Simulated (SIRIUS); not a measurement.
**Pb in SIRIUS: convergence with core states**

Input of the first run (core states Pb 1s2s2p3s3p3d4s4p4d4f5s5p); the others differ in this setting and in those tied to it:

sirius.json

```json
{
  "control": {
    "processing_unit": "cpu",
    "std_evp_solver_name": "lapack",
    "gen_evp_solver_name": "lapack",
    "verbosity": 2,
    "print_forces": true,
    "ortho_rf": true,
    "use_second_variation": true,
    "rmt_max": 3.0,
    "num_bands_to_print": 13,
    "save_wf": true
  },
  "parameters": {
    "electronic_structure_method": "full_potential_lapwlo",
    "xc_functionals": ["XC_GGA_X_PBE", "XC_GGA_C_PBE"],
    "core_relativity": "dirac",
    "valence_relativity": "iora",
    "num_fv_states": 13,
    "smearing": "fermi_dirac",
    "smearing_width": 0.0018374661,
    "pw_cutoff": 20,
    "gk_cutoff": 3.4,
    "lmax_apw": 11,
    "lmax_rho": 8,
    "lmax_pot": 8,
    "num_mag_dims": 0,
    "auto_rmt": 0,
    "ngridk": [9, 9, 9],
    "shiftk": [0, 0, 0],
    "num_dft_iter": 80,
    "energy_tol": 1e-07,
    "density_tol": 1e-05,
    "use_symmetry": true
  },
  "settings": {"tol_ne": 1e-10},
  "iterative_solver": {"type": "exact"},
  "mixer": {"type": "anderson", "beta": 0.5, "max_history": 8},
  "unit_cell": {
    "lattice_vectors": [[0.0, 4.677109953, 4.677109953], [4.677109953, 0.0, 4.677109953], [4.677109953, 4.677109953, 0.0]],
    "atom_types": ["Pb"],
    "atom_files": {"Pb": "Pb.json"},
    "atoms": {"Pb": [[0.0, 0.0, 0.0]]}
  }
}
```

Pb.json

```json
{
  "name": "lead",
  "symbol": "Pb",
  "number": 82,
  "mass": 207.2,
  "rmin": 1e-06,
  "rmt": 2.65,
  "nrmt": 800,
  "rinf": 17.22,
  "core": "1s2s2p3s3p3d4s4p4d4f5s5p",
  "valence": [
    {"basis": [{"enu": -0.19, "dme": 0, "n": 0, "auto": 0}, {"enu": -0.19, "dme": 1, "n": 0, "auto": 0}]},
    {"l": 0, "n": 1, "basis": [{"enu": -0.1973, "dme": 0, "n": 0, "auto": 0}]},
    {"l": 1, "n": 2, "basis": [{"enu": -0.09, "dme": 0, "n": 0, "auto": 0}]},
    {"l": 2, "n": 3, "basis": [{"enu": -0.09, "dme": 0, "n": 0, "auto": 0}]},
    {"l": 3, "n": 4, "basis": [{"enu": -0.09, "dme": 0, "n": 0, "auto": 0}]}
  ],
  "lo": [
    {
      "l": 0,
      "basis": [{"enu": -0.1973, "dme": 0, "n": 0, "auto": 0}, {"enu": -0.1973, "dme": 1, "n": 0, "auto": 0}]
    },
    {
      "l": 0,
      "basis": [{"enu": -0.1973, "dme": 1, "n": 0, "auto": 0}, {"enu": -0.1973, "dme": 2, "n": 0, "auto": 0}]
    },
    {
      "l": 0,
      "basis": [{"enu": -0.1973, "dme": 0, "n": 0, "auto": 0}, {"enu": 1.5114, "dme": 0, "n": 0, "auto": 0}]
    },
    {"l": 1, "basis": [{"enu": -0.09, "dme": 0, "n": 0, "auto": 0}, {"enu": -0.09, "dme": 1, "n": 0, "auto": 0}]},
    {"l": 1, "basis": [{"enu": -0.09, "dme": 1, "n": 0, "auto": 0}, {"enu": -0.09, "dme": 2, "n": 0, "auto": 0}]},
    {
      "l": 1,
      "basis": [{"enu": -0.09, "dme": 0, "n": 0, "auto": 0}, {"enu": 1.8751, "dme": 0, "n": 0, "auto": 0}]
    },
    {"l": 2, "basis": [{"enu": -0.09, "dme": 0, "n": 0, "auto": 0}, {"enu": -0.09, "dme": 1, "n": 0, "auto": 0}]},
    {
      "l": 2,
      "basis": [{"enu": -0.7387, "dme": 0, "n": 5, "auto": 1}, {"enu": -0.7387, "dme": 1, "n": 5, "auto": 1}]
    },
    {
      "l": 2,
      "basis": [{"enu": -0.7387, "dme": 1, "n": 5, "auto": 1}, {"enu": -0.09, "dme": 0, "n": 0, "auto": 0}]
    },
    {
      "l": 2,
      "basis": [{"enu": -0.09, "dme": 0, "n": 0, "auto": 0}, {"enu": 2.8719, "dme": 0, "n": 0, "auto": 0}]
    },
    {"l": 3, "basis": [{"enu": -0.09, "dme": 0, "n": 0, "auto": 0}, {"enu": -0.09, "dme": 1, "n": 0, "auto": 0}]},
    {
      "l": 3,
      "basis": [{"enu": -0.09, "dme": 0, "n": 0, "auto": 0}, {"enu": 2.3878, "dme": 0, "n": 0, "auto": 0}]
    }
  ],
  "free_atom": [... radial grid and density of the free atom, the start of the SCF ...]
}
```

sirius_start.json

```json
{
  "control": {
    "processing_unit": "cpu",
    "std_evp_solver_name": "lapack",
    "gen_evp_solver_name": "lapack",
    "verbosity": 1,
    "print_forces": false,
    "ortho_rf": true,
    "use_second_variation": true,
    "rmt_max": 3.0,
    "num_bands_to_print": 13,
    "save_wf": false
  },
  "parameters": {
    "electronic_structure_method": "full_potential_lapwlo",
    "xc_functionals": ["XC_LDA_X", "XC_LDA_C_PW"],
    "core_relativity": "dirac",
    "valence_relativity": "iora",
    "num_fv_states": 13,
    "smearing": "fermi_dirac",
    "smearing_width": 0.0055123983,
    "pw_cutoff": 20,
    "gk_cutoff": 2.72,
    "lmax_apw": 11,
    "lmax_rho": 8,
    "lmax_pot": 8,
    "num_mag_dims": 0,
    "auto_rmt": 0,
    "ngridk": [4, 4, 4],
    "shiftk": [0, 0, 0],
    "num_dft_iter": 30,
    "energy_tol": 0.01,
    "density_tol": 0.05,
    "use_symmetry": true
  },
  "settings": {"tol_ne": 1e-10},
  "iterative_solver": {"type": "exact"},
  "mixer": {"type": "anderson", "beta": 0.5, "max_history": 8},
  "unit_cell": {
    "lattice_vectors": [[0.0, 4.677109953, 4.677109953], [4.677109953, 0.0, 4.677109953], [4.677109953, 4.677109953, 0.0]],
    "atom_types": ["Pb"],
    "atom_files": {"Pb": "Pb.json"},
    "atoms": {"Pb": [[0.0, 0.0, 0.0]]}
  }
}
```

Potentials or basis: all-electron FP-LAPW, apw+lo standard.

Command:

```console
$ OMP_NUM_THREADS=1 sirius.scf --input=sirius_start.json --output=start.json
$ OMP_NUM_THREADS=1 sirius.scf --input=sirius.json --output=output.json --task=1
```

Hardware: 1 thread of Arm Neoverse V2, with other jobs on the host.

```tsv
core states	energy less the tightest run, at zero smearing (meV/atom)	SCF cycles	CPU time (s)	peak memory (GiB)
Pb 1s2s2p3s3p3d4s4p4d4f5s5p	-379853.24	11	60	0.34
Pb 1s2s2p3s3p3d4s4p4d4f5s	-422.54	7	40	0.34
Pb 1s2s2p3s3p3d4s4p4d	0.00	7	41	0.37
```

Not settled before the last step: the energy (to 1 meV/atom). The tightest run that finished is the yardstick and may itself not be fully converged.

Caveat, for the tightest run too: total energies shift when a shell moves between core and valence, since the two are treated with different relativity. Spin-orbit coupling is left out, which matters for the levels of Pb.

The runs don't all hold the same shells in valence.
